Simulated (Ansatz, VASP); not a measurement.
# Two plane-wave programs on WC

```xyz
2
Lattice="2.8985 0.0000 0.0000 -1.4492 2.5102 0.0000 0.0000 0.0000 2.7853" Properties=species:S:1:pos:R:3 pbc="T T T"
W     0.0000    0.0000    0.0000
C     1.4492    0.8367    1.3927
```

Change from the starting cell: strain along c alone, the other axes held, atoms relaxed: -1.5 %.

Alike in both runs: task single point; functional PBEsol; k mesh 24 × 24 × 18; occupations gaussian, width 0.1 eV; no spin polarisation.

|  | VASP | Ansatz |
| --- | --- | --- |
| version | VASP 6.6.1 | Ansatz 0.2.0 |
| potentials or method | VASP PAW PBE potentials, release 64 (W_sv, C) | scalar-relativistic, plane waves, PAW |
| plane-wave cutoff (eV) | 520 | 420 |
| valence electrons in the cell | 18 | 18 |

VASP gave:

| Property | Result |
| --- | --- |
| gap on the k mesh at the Fermi level (eV) | none |
| pressure (GPa) | 8.5 |
| largest component of the traceless stress (GPa) | 8.38 |

Q: Estimate Ansatz's values.

A: gap on the k mesh at the Fermi level (eV): none; pressure (GPa): 7.1; largest component of the traceless stress (GPa): 8.12.

A gap of «none» marks a metal or a gap that the smearing closes. With one functional, cell and mesh, what is left measures potentials, basis and numerics.

Caveats: the PAW data sets were made with another functional, which shifts forces and pressure a little (VASP). Spin-orbit coupling is left out, which matters for the levels of W.
